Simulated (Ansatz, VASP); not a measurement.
# One calculation of Tl, two programs

Contents of INCAR:

```
SYSTEM = Tl
ALGO = Normal ; EDIFF = 1E-6
ENCUT = 520 ; GGA = PE
ISIF = 2 ; ISMEAR = 0
LASPH = .True. ; LCHARG = .True.
LELF = .True. ; LREAL = .False.
LVHAR = .True. ; LWAVE = .False.
NBANDS = 12 ; NELM = 60
PREC = Accurate ; SIGMA = 0.05
```

The input KPOINTS:

```
k-points
0
Gamma
  10 10 10
  0 0 0
```

POSCAR

```
Tl
1.0
   -1.9559951735      1.9559951735      1.9559951735
    1.9559951735     -1.9559951735      1.9559951735
    1.9559951735      1.9559951735     -1.9559951735
Tl
1
Direct
    0.0000000000      0.0000000000      0.0000000000
```

input.yaml

```yaml
crystal:
  lattice:
    - [-1.9559951735, 1.9559951735, 1.9559951735]
    - [1.9559951735, -1.9559951735, 1.9559951735]
    - [1.9559951735, 1.9559951735, -1.9559951735]
  atoms:
    - { symbol: Tl, position: [0.0, 0.0, 0.0] }
kpoints:
  mp_grid: { grid: [10, 10, 10] }
scf:
  occupations: { method: gaussian, width: 0.05 }
hamiltonian:
  xc: pbe
  pseudopotentials: { kind: all_electron, lapw: { basis_error: 0.001 } }
output:
  forces: true
  stress: true
  eigenvalues: true
```

This isn't the form of Tl at room conditions, which is hcp.

Alike in both runs: task single point; functional PBE; k mesh 10 × 10 × 10; occupations gaussian, width 0.05 eV; no spin polarisation.

|  | VASP | Ansatz |
| --- | --- | --- |
| version | VASP 6.6.1 | Ansatz 0.2.0 |
| potentials or method | VASP PAW PBE potentials, release 64 (Tl_d) | all-electron LAPW, scalar-relativistic |
| plane-wave cutoff (eV) | 520 | see its input |

|  | VASP | Ansatz | Ansatz less VASP |
| --- | --- | --- | --- |
| gap on the k mesh at the Fermi level (eV) | none | none | - |
| pressure (GPa) | 1.3 | 1.4 | +0.07 |

A gap of «none» marks a metal or a gap that the smearing closes. Ansatz ran all-electron here, so the differences hold the error of VASP's frozen core and of both bases.

Spin-orbit coupling is left out, which matters for the levels of Tl.
